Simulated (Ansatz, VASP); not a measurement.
## One calculation of SnTe, two programs

```
Te Sn
1.0
     0.00000    3.10827    3.10827
     3.10827    0.00000    3.10827
     3.10827    3.10827    0.00000
Te Sn
1 1
Direct
  0.50000 0.50000 0.50000
  0.00000 0.00000 0.00000
```

Change from the starting cell: volume scaled by 0.96.

Alike in both runs: task single point; functional PBEsol; k mesh 7 × 7 × 7; occupations fermi-dirac, width 0.05 eV; no spin polarisation.

```csv
,VASP,Ansatz
version,VASP 6.6.1,Ansatz 0.2.0
potentials or method,"VASP PAW PBE potentials, release 64 (Te, Sn_d)",Ansatz PAW
plane-wave cutoff (eV),520,420
valence electrons in the cell,20,30
```

```tsv
	VASP	Ansatz	Ansatz less VASP
gap on the k mesh at the Fermi level (eV)	0.66	0.67	+0.006
least direct gap on the mesh (eV)	0.66	0.67	+0.006
pressure (GPa)	1.7	1.6	-0.02
```

With one functional, cell and mesh, what is left measures potentials, basis and numerics. The two sets of potentials don't hold the same shells in valence.

Caveats: the PAW data sets were made with another functional, which shifts forces and pressure a little (VASP); the PAW data sets come from PBE, with cores solved anew for the run's functional, which leaves a small shift of forces and pressure (Ansatz). Spin-orbit coupling is left out, which matters for the levels of Te.
